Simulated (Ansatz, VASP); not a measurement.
Two plane-wave programs on NaH

Contents of POSCAR:

```
NaH
1.0
    2.8947984199      0.0000000000      0.0000000000
    0.0000000000      2.8947984199      0.0000000000
    0.0000000000      0.0000000000      2.8947984199
Na H
1 1
Direct
    0.0000000000      0.0000000000      0.0000000000
    0.5000000000      0.5000000000      0.5000000000
```

INCAR.step1

```
SYSTEM = NaH
ALGO = Normal
EDIFF = 1E-4
ENCUT = 520
GGA = PE
ISMEAR = 0
LASPH = .True.
LCHARG = .False.
LREAL = .False.
LWAVE = .True.
NBANDS = 11
NELM = 100
PREC = Accurate
SIGMA = 0.01
```

INCAR.step2

```
SYSTEM = NaH
ALGO = Normal
EDIFF = 1E-6
ENCUT = 520
ISIF = 2
ISMEAR = 0
ISTART = 1
LASPH = .True.
LCHARG = .False.
LMIXTAU = .True.
LREAL = .False.
LWAVE = .False.
METAGGA = R2SCAN
NBANDS = 11
NELM = 100
PREC = Accurate
SIGMA = 0.01
```

The input KPOINTS:

```
k-points
0
Gamma
  6 6 6
  0 0 0
```

Input for Ansatz:

```yaml
crystal:
  lattice:
    - [2.894798419931965, 0.0, 0.0]
    - [0.0, 2.894798419931965, 0.0]
    - [0.0, 0.0, 2.894798419931965]
  atoms:
    - { symbol: Na, position: [0.0, 0.0, 0.0] }
    - { symbol: H, position: [0.5, 0.5, 0.5] }
basis:
  ecutwfc: 653.073269903712
kpoints:
  mp_grid:
    grid: [6, 6, 6]
hamiltonian:
  xc: r2scan
scf:
  convergence:
    dr2_threshold: 1.0e-07
  occupations:
    method: fixed
output:
  stress: true
```

The cell comes from a database or a generator and needn't be the stable form of this composition.

Alike in both runs: task single point; functional r2SCAN; k mesh 6 × 6 × 6; no spin polarisation.

```csv
,VASP,Ansatz
version,VASP 6.6.1,Ansatz 0.2.0
potentials or method,"VASP PAW PBE potentials, release 64 (Na_pv, H)","plane waves, PAW"
plane-wave cutoff (eV),520,653
occupations,"gaussian, width 0.01 eV",fixed
valence electrons in the cell,8,10
```

VASP gave:

* pressure (GPa): 1.0

Problem. Estimate Ansatz's values.

Solution. Pressure (GPa): 1.1.

The two sets of potentials don't hold the same shells in valence. Ansatz warned: «stress_scf_threshold_loose».

Caveats: the PAW data sets were made with another functional, which shifts forces and pressure a little (VASP). r2SCAN opens gaps a little over a GGA but as a rule still falls short of measured ones. A k mesh can miss the band edges.
